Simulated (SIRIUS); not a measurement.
Te2Mo under changes of volume

One of the cells (24.965 Å³/atom); the others are scaled copies at fixed shape and fractional positions:

```
Te Mo
1.0
     3.51820    0.00000    0.00000
    -1.75910    3.04685    0.00000
     0.00000    0.00000   13.97360
Te Mo
4 2
Direct
  0.66667 0.33333 0.37900
  0.33333 0.66667 0.87900
  0.66667 0.33333 0.12100
  0.33333 0.66667 0.62100
  0.66667 0.33333 0.75000
  0.33333 0.66667 0.25000
```

| Item | Value |
| --- | --- |
| Program | SIRIUS 7.12.0 |
| Functional | PBEsol |
| Potentials or basis | all-electron FP-LAPW |
| Cutoff | 172 eV |
| Basis | apw+lo standard |
| k mesh | 9 × 9 × 2 |
| Occupations | fermi-dirac, width 0.05 eV |
| Spin | no spin polarisation |

| volume (Å³/atom) | energy over the lowest point (meV/atom) | gap on the mesh (eV) |
| --- | --- | --- |
| 23.467 | 21.08 | 0.72 |
| 23.966 | ? | ? |
| 24.466 | 0.00 | 0.75 |
| 24.965 | 0.33 | 0.76 |
| 25.464 | 6.77 | 0.77 |
| 25.963 | 18.79 | 0.78 |
| 26.463 | 35.83 | 0.79 |

What does the run at 23.966 Å³/atom give?

Energy over the lowest point 6.57 meV/atom; gap on the mesh 0.73 eV.

Worked out: A Birch-Murnaghan fit of order 3 (a polynomial in V^(-2/3)) to the other rows has its minimum at 24.69 Å³/atom with B0 = V·E''(V) = 104 GPa and B' = 4.5 at fixed shape and positions, which overstates the stiffness. It gives 6.68 meV/atom at 23.966 Å³/atom, against the run's 6.57. A straight line through the other rows of the gap, of slope 0.572 eV per unit of ln V, gives 0.73 eV, against the run's 0.73.

Energies are extrapolated to zero smearing.

Caveats: spin-orbit coupling is left out, which moves the levels of the heavy elements; an odd mesh through Γ misses points on the zone boundary, where band edges often lie; this functional lacks dispersion, which binds the layers, so the pressure and a relaxed spacing across them are unreliable.
